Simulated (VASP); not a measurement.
# N (P6_3/mmc) in VASP: settings compared

The runs below take N through single point, with PBEsol, HSE06.

Everything below comes from runs of VASP 6.6.1. Logs are shortened: lines on timing, memory, paths and dates and some standing lists are left out, and cuts for length are marked.

**1. The structure**

It takes space group P6_3/mmc (No. 194, hexagonal). Conventional cell: a = 4.167 Å, b = 4.167 Å, c = 7.006 Å, α = 90.00°, β = 90.00°, γ = 120.00°. N (site symmetry 3m) has 1 N at 1.11 Å as nearest neighbours.

**2. Single point, PBEsol**

INCAR reads:

```
SYSTEM = N
PREC = Accurate
ENCUT = 520
EDIFF = 1E-7
ISMEAR = 0
SIGMA = 0.01
LREAL = .FALSE.
LASPH = .TRUE.
NELM = 100
ALGO = Normal
ISIF = 2
LWAVE = .FALSE.
LCHARG = .FALSE.
GGA = PS
NBANDS = 18
```

KPOINTS reads:

```
regular mesh
0
G
  3 3 2
  0 0 0
```

POSCAR reads:

```
N
1.0
    4.1672328100      0.0000000000      0.0000000000
   -2.0836164100      3.6089294800      0.0000000000
    0.0000000000      0.0000000000      7.0060035100
N
4
Direct
    0.3333333312      0.6666666704      0.3289300393
    0.3333333312      0.6666666704      0.1710699600
    0.6666666712      0.3333333296      0.8289300400
    0.6666666712      0.3333333296      0.6710699607
```

Potentials or basis: VASP PAW PBE potentials, release 64 (N).

Command:

```sh
$ cat potpaw_PBE.64/N/POTCAR > POTCAR
$ mpirun -np 1 vasp_std > vasp.out
```

OUTCAR:

```text
SYSTEM = N
   PREC = Accurate
   ENCUT = 520
   EDIFF = 1E-7
   ISMEAR = 0
   LREAL = .FALSE.
   LASPH = .TRUE.
   NELM = 100
   ISIF = 2
   GGA = PS

 ion  position               nearest neighbor table
   1  0.333  0.667  0.329-   2 1.11
   2  0.333  0.667  0.171-   1 1.11
   3  0.667  0.333  0.829-   4 1.11
   4  0.667  0.333  0.671-   3 1.11

  LATTYP: Found a hexagonal cell.
 ALAT       =     4.1672328100
 C/A-ratio  =     1.6812124087

  Lattice vectors:

 A1 = (   4.1672328100,   0.0000000000,   0.0000000000)
 A2 = (  -2.0836164100,   3.6089294800,   0.0000000000)
 A3 = (   0.0000000000,   0.0000000000,   7.0060035100)

Analysis of symmetry for initial positions (statically):
=====================================================================
 Subroutine PRICEL returns:
 Original cell was already a primitive cell.

 Routine SETGRP: Setting up the symmetry group for a
 hexagonal supercell.

 Subroutine GETGRP returns: Found 24 space group operations
 (whereof 12 operations were pure point group operations)
 out of a pool of 24 trial point group operations.

The static configuration has the point symmetry D_3d.
 The point group associated with its full space group is D_6h.

Analysis of symmetry for dynamics (positions and initial velocities):
=====================================================================
 Subroutine PRICEL returns:
 Original cell was already a primitive cell.

 Routine SETGRP: Setting up the symmetry group for a
 hexagonal supercell.

 Subroutine GETGRP returns: Found 24 space group operations
 (whereof 12 operations were pure point group operations)
 out of a pool of 24 trial point group operations.

The dynamic configuration has the point symmetry D_3d.
 The point group associated with its full space group is D_6h.

 Subroutine INISYM returns: Found 24 space group operations
 (whereof 12 operations are pure point group operations),
 and found     1 'primitive' translations

----------------------------------------------------------------------------------------

                                     Primitive cell

  volume of cell :     105.3650

  direct lattice vectors                    reciprocal lattice vectors
     4.167232810  0.000000000  0.000000000     0.239967395  0.138545240  0.000000000
    -2.083616410  3.608929480  0.000000000     0.000000000  0.277090479  0.000000000
     0.000000000  0.000000000  7.006003510     0.000000000  0.000000000  0.142734727

  length of vectors
     4.167232810  4.167232815  7.006003510     0.277090480  0.277090479  0.142734727

  position of ions in fractional coordinates (direct lattice)
     0.333333331  0.666666670  0.328930039
     0.333333331  0.666666670  0.171069960
     0.666666671  0.333333330  0.828930040
     0.666666671  0.333333330  0.671069961

  ion indices of the primitive-cell ions
   primitive index   ion index
                 1           1
                 2           2
                 3           3
                 4           4

----------------------------------------------------------------------------------------

 KPOINTS: regular mesh

Automatic generation of k-mesh.
 Grid dimensions read from file:
 generate k-points for:    3    3    2

 Generating k-lattice:

  Cartesian coordinates                     Fractional coordinates (reciprocal lattice)
     0.079989132  0.046181747  0.000000000     0.333333333 -0.000000000  0.000000000
     0.000000000  0.092363493  0.000000000     0.000000000  0.333333333  0.000000000
     0.000000000  0.000000000  0.071367364     0.000000000  0.000000000  0.500000000

  Length of vectors
     0.092363493  0.092363493  0.071367364

  Shift w.r.t. Gamma in fractional coordinates (k-lattice)
     0.000000000  0.000000000  0.000000000

 Subroutine IBZKPT returns following result:
 ===========================================

 Found      6 irreducible k-points:

 Following reciprocal coordinates:
            Coordinates               Weight
  0.000000  0.000000  0.000000      1.000000
  0.333333  0.000000  0.000000      6.000000
  0.333333  0.333333  0.000000      2.000000
  0.000000  0.000000  0.500000      1.000000
  0.333333  0.000000  0.500000      6.000000
  0.333333  0.333333  0.500000      2.000000
   k-points           NKPTS =      6   k-points in BZ     NKDIM =      6   number of bands    NBANDS=     18
   number of dos      NEDOS =    301   number of ions     NIONS =      4
   total plane-waves  NPLWV =  55296
   dimension x,y,z NGX =    32 NGY =   32 NGZ =   54
   dimension x,y,z NGXF=    64 NGYF=   64 NGZF=  108
   ions per type =               4
   NGX,Y,Z   is equivalent  to a cutoff of  12.77, 12.77, 12.81 a.u.
   NGXF,Y,Z  is equivalent  to a cutoff of  25.53, 25.53, 25.63 a.u.
 SYSTEM =  N
   PREC   = accura    normal or accurate (medium, high low for compatibility)
   ISTART =      0    job   : 0-new  1-cont  2-samecut
   ICHARG =      2    charge: 1-file 2-atom 10-const
   ISPIN  =      1    spin polarized calculation?
   LNONCOLLINEAR =      F non collinear calculations
   LSORBIT =      F    spin-orbit coupling
   LASPH  =      T    aspherical Exc in radial PAW
   ENCUT  =  520.0 eV  38.22 Ry    6.18 a.u.   7.75  7.75 13.03*2*pi/ulx,y,z
   NELM   =    100;   NELMIN=  2; NELMDL= -5     # of ELM steps
   EDIFF  = 0.1E-06   stopping-criterion for ELM
   LREAL  =      F    real-space projection
   EDIFFG = 0.1E-05   stopping-criterion for IOM
   NSW    =      0    number of steps for IOM
   IBRION =     -1    ionic relax: 0-MD 1-quasi-New 2-CG
   NFREE  =      0    steps in history (QN), initial steepest desc. (CG)
   ISIF   =      2    stress and relaxation
   ISYM   =      2    0-nonsym 1-usesym 2-fastsym
   POTIM  = 0.5000    time-step for ionic-motion
   TEBEG  =    0.0;   TEEND  =   0.0 temperature during run
   PSTRESS=    0.0 pullay stress
   NELECT =      20.0000    total number of electrons
   NUPDOWN=      -1.0000    fix difference up-down
   EMIN   =  10.00;   EMAX   =-10.00  energy-range for DOS
   EFERMI =   0.00;   METHOD = LEGACY
   ISMEAR =     0;   SIGMA  =   0.01  broadening in eV -4-tet -1-fermi 0-gaus
   EFERMI_NEDOS =   21; number of points for ismear=-14 and -15
   IALGO  =     38    algorithm
   IMIX   =      4    mixing-type and parameters
     AMIX     =   0.40;   BMIX     =  1.00
     AMIX_MAG =   1.60;   BMIX_MAG =  1.00
  volume/ion in A,a.u.               =      26.34       177.76
  Fermi-wavevector in a.u.,A,eV,Ry     =   0.940848  1.777944 12.043801  0.885194
  Thomas-Fermi vector in A             =   2.068300
   LORBIT       =      0    0 simple, 1 ext, 2 COOP (PROOUT), +10 PAW based schemes
   GGA     = PS    functional components
   LHFCALC =     F    Hartree Fock is set to
   AEXX    =    0.0000 exact exchange contribution
   IVDW    =     0    specifies the selected vdW correction
   LEPSILON=     F    determine dielectric tensor
   LRPA    =     F    only Hartree local field effects (RPA)
 non-spin polarized calculation
 Gauss-broadening in eV      SIGMA  =   0.01
  energy-cutoff  :      520.00
  volume of cell :      105.37
 maximum number of plane-waves:      2882
 NGX is ok and might be reduce to    32
   NGX = 15   NGY = 15   NGZ = 27

 number of electron      20.0000001 magnetization

 Free energy of the ion-electron system (eV)
  ---------------------------------------------------
  ext. energy  EPLUGINS =         0.00000000
  ---------------------------------------------------
  free energy    TOTEN  =       -34.13041339 eV

  energy without entropy =      -34.13041339  energy(sigma->0) =      -34.13041339

 E-fermi :  -6.6389     XC(G=0):  -5.8128

 val. band max:       -6.6955271872   @ k =   0.0000   0.0000   0.0000
 cond. band min:       0.2760305330   @ k =   0.3333   0.3333   0.0000
 fundamental gap:      6.9715577202
 Fermi energy:        -6.6388777637

 k-point     1 :       0.0000    0.0000    0.0000
  band No.  band energies     occupation
      1     -25.2647      2.00000
      2     -25.2402      2.00000
      3     -10.8153      2.00000
      4     -10.0751      2.00000
      5      -8.5371      2.00000
      6      -8.5371      2.00000
[... 10 lines left out ...]
     17       5.9090      0.00000
     18       9.8012      0.00000

 k-point     2 :       0.3333    0.0000    0.0000
  band No.  band energies     occupation
      1     -25.2490      2.00000
      2     -25.2349      2.00000
      3     -10.6182      2.00000
      4     -10.1925      2.00000
      5      -8.7718      2.00000
      6      -8.6793      2.00000
[... 10 lines left out ...]
     17       6.8033      0.00000
     18       7.4243      0.00000

 k-point     3 :       0.3333    0.3333    0.0000
  band No.  band energies     occupation
      1     -25.2369      2.00000
      2     -25.2369      2.00000
      3     -10.3847      2.00000
      4     -10.3847      2.00000
      5      -8.7841      2.00000
      6      -8.7082      2.00000
[... 10 lines left out ...]
     17       6.2580      0.00000
     18       7.7151      0.00000

 k-point     4 :       0.0000    0.0000    0.5000
  band No.  band energies     occupation
      1     -25.2525      2.00000
      2     -25.2525      2.00000
      3     -10.5031      2.00000
      4     -10.5031      2.00000
      5      -8.4888      2.00000
      6      -8.4888      2.00000
[... 10 lines left out ...]
     17       7.9857      0.00000
     18       7.9857      0.00000

 k-point     5 :       0.3333    0.0000    0.5000
  band No.  band energies     occupation
      1     -25.2420      2.00000
      2     -25.2420      2.00000
      3     -10.4373      2.00000
      4     -10.4373      2.00000
      5      -8.6770      2.00000
      6      -8.6770      2.00000
[... 10 lines left out ...]
     17       7.1431      0.00000
     18       7.1431      0.00000

 k-point     6 :       0.3333    0.3333    0.5000
  band No.  band energies     occupation
      1     -25.2369      2.00000
      2     -25.2369      2.00000
      3     -10.4027      2.00000
      4     -10.4027      2.00000
      5      -8.6786      2.00000
      6      -8.6786      2.00000
[... 10 lines left out ...]
     17       6.0378      0.00000
     18       6.0378      0.00000

------------------------ aborting loop because EDIFF is reached ----------------------------------------

  FORCE on cell =-STRESS in cart. coord.  units (eV):
  Direction    XX          YY          ZZ          XY          YZ          ZX
  --------------------------------------------------------------------------------------
  -------------------------------------------------------------------------------------
  Total        0.0091826      0.0091826      1.9467872     -0.0000000      0.0000000      0.0000000
  in kB        0.1396301      0.1396301     29.6027845     -0.0000000      0.0000000      0.0000000
  external PRESSURE =       9.9606816 kB  Pullay stress =       0.0000000 kB

 VOLUME and BASIS-vectors are now :
 -----------------------------------------------------------------------------
  energy-cutoff  :      520.00
  volume of cell :      105.37
      direct lattice vectors                 reciprocal lattice vectors
     4.167232810  0.000000000  0.000000000     0.239967395  0.138545240  0.000000000
    -2.083616410  3.608929480  0.000000000     0.000000000  0.277090479  0.000000000
     0.000000000  0.000000000  7.006003510     0.000000000  0.000000000  0.142734727

 POSITION                                       TOTAL-FORCE (eV/Angst)
 -----------------------------------------------------------------------------------
     -0.00000      2.40595      2.30449        -0.000000      0.000000      0.893006
     -0.00000      2.40595      1.19852        -0.000000      0.000000     -0.893006
      2.08362      1.20298      5.80749         0.000000      0.000000      0.893006
      2.08362      1.20298      4.70152         0.000000     -0.000000     -0.893006
 -----------------------------------------------------------------------------------
    total drift:                               -0.000046      0.000020     -0.000009

  FREE ENERGIE OF THE ION-ELECTRON SYSTEM (eV)
  ---------------------------------------------------
  free  energy   TOTEN  =       -34.1304133930 eV

  energy  without entropy=      -34.1304133930  energy(sigma->0) =      -34.13041339
```

It took 6.2 s on 1 thread of Intel Xeon 6975P-C (Granite Rapids), shared host; peak memory 0.2 GiB.

What came out:

```
Free energy            : -34.1304 eV
Pressure               : 1.0 GPa
Largest force          : 0.893 eV/Å
Band gap on the k mesh : 6.97 eV, indirect (least direct gap 7.34 eV)
```

Forces on the atoms (eV/Å):
```
N    0.000  0.000  0.893
N    0.000  0.000 -0.893
N    0.000  0.000  0.893
N    0.000  0.000 -0.893
```

Levels at points of the mesh, in eV from the valence-band top:
```tsv
k point	band 8	band 9	band 10	band 11	band 12	band 13
(0.00, 0.00, 0.00)	-1.74	-1.10	0.00	7.69	7.69	8.16
(0.00, 0.00, 0.50)	-1.79	-0.50	-0.50	7.91	7.91	7.91
```

Caveat: the k mesh is coarse (spacing up to 0.58 Å⁻¹), so the values aren't converged; the standard files for N, O and F lose accuracy on very short bonds; the PAW data sets were made with another functional, which shifts forces and pressure a little; an odd mesh through Γ misses points on the zone boundary, where band edges often lie.

[end of part 1 of 2]
